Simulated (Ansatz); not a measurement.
Input of an Ansatz 0.2.0 run:

input.yaml

```yaml
crystal:
  lattice:
    - [2.7606656158, 0.0, 0.0]
    - [-1.3803328079, 2.3908065546, 0.0]
    - [0.0, 0.0, 4.792134]
  atoms:
    - { symbol: Pt, position: [0.3333333333, 0.6666666667, 0.25] }
    - { symbol: Pt, position: [0.6666666667, 0.3333333333, 0.75] }
hamiltonian:
  xc: pbesol
  pseudopotentials: { kind: paw_fr }
magnetization:
  noncollinear: true
  spin_orbit: true
kpoints:
  mp_grid: { grid: [11, 11, 6] }
  band_path:
    path:
      - [[0.0, 0.0, 0.0], [0.5, 0.0, 0.0], [0.3333333333, 0.3333333333, 0.0], [0.0, 0.0, 0.0], [0.0, 0.0, 0.5], [0.5, 0.0, 0.5], [0.3333333333, 0.3333333333, 0.5], [0.0, 0.0, 0.5]]
      - [[0.5, 0.0, 0.5], [0.5, 0.0, 0.0]]
      - [[0.3333333333, 0.3333333333, 0.0], [0.3333333333, 0.3333333333, 0.5]]
    npoints: 14
scf:
  occupations: { method: fermi_dirac, width: 0.05 }
  n_extra_bands: 6
output:
  forces: true
  stress: true
  eigenvalues: true
  fatbands: false
```

Potentials or basis: Ansatz PAW.

Launch:

```sh
$ ansatz run input.yaml --threads 2 --pin off --max-ram 5632MiB --backend cpu --events-out ev --progress --plain --runs-dir out
```

(1) What does it give for the band gap on the k mesh?

(2) What does it give for the pressure?

Results:

(1) none (metal or under the smearing width).

(2) -10.2 GPa.

Caveat: the PAW data sets come from PBE, with cores solved anew for the run's functional, which leaves a small shift of forces and pressure.
